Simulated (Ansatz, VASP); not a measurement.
One calculation of BAs (series), two programs

Contents of INCAR:

```
SYSTEM = BAs
ALGO = Normal ; EDIFF = 1E-6
ENCUT = 520 ; GGA = PE
ISIF = 2 ; ISMEAR = 0
LASPH = .True. ; LCHARG = .False.
LREAL = .False. ; LWAVE = .False.
NBANDS = 11 ; NELM = 100
PREC = Accurate ; SIGMA = 0.02
```

Contents of KPOINTS:

```
k-points
0
Gamma
  10 10 10
  0 0 0
```

Contents of POSCAR:

```
BAs
1.0
    0.0000000000      2.3885000000      2.3885000000
    2.3885000000      0.0000000000      2.3885000000
    2.3885000000      2.3885000000      0.0000000000
B As
1 1
Direct
    0.0000000000      0.0000000000      0.0000000000
    0.2500000000      0.2500000000      0.2500000000
```

Input for Ansatz:

```yaml
crystal:
  lattice:
    - [0.0, 2.3885, 2.3885]
    - [2.3885, 0.0, 2.3885]
    - [2.3885, 2.3885, 0.0]
  atoms:
    - { symbol: B, position: [0.0, 0.0, 0.0] }
    - { symbol: As, position: [0.25, 0.25, 0.25] }
basis:
  ecutwfc: 420
kpoints:
  mp_grid: { grid: [10, 10, 10] }
hamiltonian:
  xc: pbe
scf:
  occupations: { method: gaussian, width: 0.02 }
output:
  forces: true
  stress: true
  eigenvalues: true
```

Alike in both runs: task single point; functional PBE; k mesh 10 × 10 × 10; occupations gaussian, width 0.02 eV; no spin polarisation.

|  | VASP | Ansatz |
| --- | --- | --- |
| version | VASP 6.6.1 | Ansatz 0.2.0 |
| potentials or method | VASP PAW PBE potentials, release 64 (B, As) | scalar-relativistic, plane waves, PAW |
| plane-wave cutoff (eV) | 520 | 420 |
| valence electrons in the cell | 8 | 18 |

```csv
,VASP,Ansatz,Ansatz less VASP
gap on the k mesh at the Fermi level (eV),1.18,1.18,+0.009
least direct gap on the mesh (eV),3.28,3.28,+0.004
pressure (GPa),3.4,2.8,-0.66
```

The two sets of potentials don't hold the same shells in valence.

A k mesh can miss the band edges.
